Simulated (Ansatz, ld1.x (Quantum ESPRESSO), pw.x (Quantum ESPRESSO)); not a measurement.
**silicon: does the RRKJ potential hold in the solid?**

- Element: silicon
- Generator: ld1.x (Quantum ESPRESSO) 7.5
- Type: norm-conserving RRKJ (Kleinman–Bylander form)
- Functional: PBEsol
- Relativity: scalar-relativistic
- Frozen core: [Ne]
- Valence charge: 4
- Reference configuration: 3s2 3p2
- Partial waves: 3p (bound): rc 1.95 bohr; 3d channel at 0.3 Ry: rc 1.80 bohr; 3s (bound): rc 1.55 bohr
- Local potential: the s channel
- Core correction: a·sin(br)/r model core inside 1.30 bohr

Crystal test: fcc Si in pw.x 7.5, no spin, 15³ k-points, Fermi–Dirac smearing 0.01 Ry, cutoffs 50/200 Ry. The reference is all-electron LAPW (Ansatz 0.2.0) with the same functional, mesh and smearing; V0 and B0 come from Birch–Murnaghan fits to the pressures at five volumes. Errors are pseudo minus all-electron; Δ is the rms difference of the E(V) curves that follow from these fits, minima aligned, over ±6 % about the mean V0. Mesh and smearing are coarse, so the numbers serve the comparison and aren't converged zero-temperature values; the lattice is a test structure that the element need not adopt.

```tsv
V (Å³/atom)	P all-electron (GPa)	P pseudo (GPa)
13.301	5.73	5.32
13.651	2.91	2.52
14.001	0.43	0.07
14.351	-1.75	-2.08
14.701	-3.67	-3.97
```

All-electron: a0 = 3.832 Å (V0 = 14.07 Å³/atom), B0 = 91.1 GPa.

Pseudopotential: mean pressure error (GPa): -0.36; a0 (Å): 3.827; a0 error (%): -0.13; B0 error (%): +0.5; Δ (meV/atom): 1.1.

Question: At the middle volume, how do free energy and pressure move when the wave cutoff is lowered (ecutrho kept at four times it)?

Answer:

```json
{"cutoff (Ry)": "22", "shift of F (meV/atom)": "+120.5", "shift of P (GPa)": "-1.80"}
{"cutoff (Ry)": "30", "shift of F (meV/atom)": "+39.2", "shift of P (GPa)": "-1.70"}
{"cutoff (Ry)": "40", "shift of F (meV/atom)": "+2.1", "shift of P (GPa)": "-0.24"}
```

The run at the middle volume (120 k-points, 6 iterations) took about 5.2 s on one core of a shared host (Neoverse-V2, 48 threads, 185 GiB, load 26).
